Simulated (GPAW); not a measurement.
## Ru in GPAW: convergence with k mesh

Input of the first run (k mesh 3 × 3 × 2); the others differ in this setting and in those tied to it:

The input run.py:

```python
import numpy as np
from ase.io import read
from ase.units import Bohr, Ha
from gpaw import GPAW, PW
from gpaw.hybrids.energy import non_self_consistent_energy
from gpaw.xc.rpa import RPACorrelation

atoms = read('Ru.cif')

for x in [1.0]:
    ecuts = np.array([76.8, 96.0, 120])
    a = atoms.copy()
    a.set_cell(atoms.cell * x**(1 / 3), scale_atoms=True)
    calc = GPAW(mode=PW(450),
                xc='LDA',
                kpts={'size': (3, 3, 2), 'gamma': True},
                occupations={'name': 'fermi-dirac', 'width': 0.05},
                nbands=29,
                convergence={'density': 1e-06},
                maxiter=150,
                txt=f'gs-{x:.2f}.txt')
    a.calc = calc
    dft = a.get_potential_energy(force_consistent=True)
    calc.write(f'gs-{x:.2f}.gpw')
    exx = non_self_consistent_energy(calc, 'EXX').sum()
    calc.diagonalize_full_hamiltonian(nbands=int(a.get_volume() / Bohr**3 * (ecuts[-1] / Ha)**1.5 * 2**0.5 / 3 / np.pi**2 * 1.15) + 30)
    calc.write(f'full-{x:.2f}.gpw', mode='all')
    ec = RPACorrelation(f'full-{x:.2f}.gpw', ecut=ecuts, nfrequencies=16, skip_gamma=True, frequency_scale=2.5, txt=f'rpa-{x:.2f}.txt').calculate()
    slope, ec_inf = np.polyfit(ecuts**-1.5, ec, 1)
    print(f'V = {a.get_volume():.4f} A^3: DFT {dft:.5f}, EXX {exx:.5f}, correlation', *ec.round(5), f'extrapolated {ec_inf:.5f}, total {exx + ec_inf:.5f} eV', flush=True)
```

The input Ru.cif:

```cif
data_Ru
_cell_length_a 2.70580000
_cell_length_b 2.70580000
_cell_length_c 4.28190000
_cell_angle_alpha 90.00000000
_cell_angle_beta 90.00000000
_cell_angle_gamma 120.00000000
_space_group_name_H-M_alt 'P1'
_space_group_name_Hall 'P 1'
_space_group_IT_number 1
loop_
_space_group_symop_operation_xyz
'x,y,z'
loop_
_atom_site_label
_atom_site_type_symbol
_atom_site_symmetry_multiplicity
_atom_site_Wyckoff_symbol
_atom_site_fract_x
_atom_site_fract_y
_atom_site_fract_z
_atom_site_occupancy
Ru1 Ru 1 a 0.6666666667 0.3333333333 0.7500000000 1
Ru2 Ru 1 a 0.3333333333 0.6666666667 0.2500000000 1
```

Potentials or basis: the program's PAW data sets (release 1.2.1) made for this functional, pw.

Launch:

```sh
$ OMP_NUM_THREADS=1 python run.py
```

Hardware: 1 thread of Arm Neoverse V2, on a shared host.

```csv
k mesh,"energy less the tightest run, at zero smearing (meV/atom)",CPU time (s),peak memory (GiB)
3 × 3 × 2,425.42,19,0.2
4 × 4 × 2,-221.43,40,0.2
4 × 4 × 3,-68.62,62,0.2
5 × 5 × 3,-39.80,130,0.23
6 × 6 × 3,5.46,260,0.28
7 × 7 × 4,0.00,860,0.43
```

Not settled before the last step: the energy (to 1 meV/atom). Meshes of other sizes hit other points, so gaps and Fermi surfaces needn't settle smoothly. The tightest run that finished is the yardstick and may itself not be fully converged.

Caveat, for the tightest run too: the k mesh is coarse (spacing up to 0.38 Å⁻¹), so the values aren't converged; the response cutoff is short for absolute correlation energies; RPA of a metal hangs on this mesh.
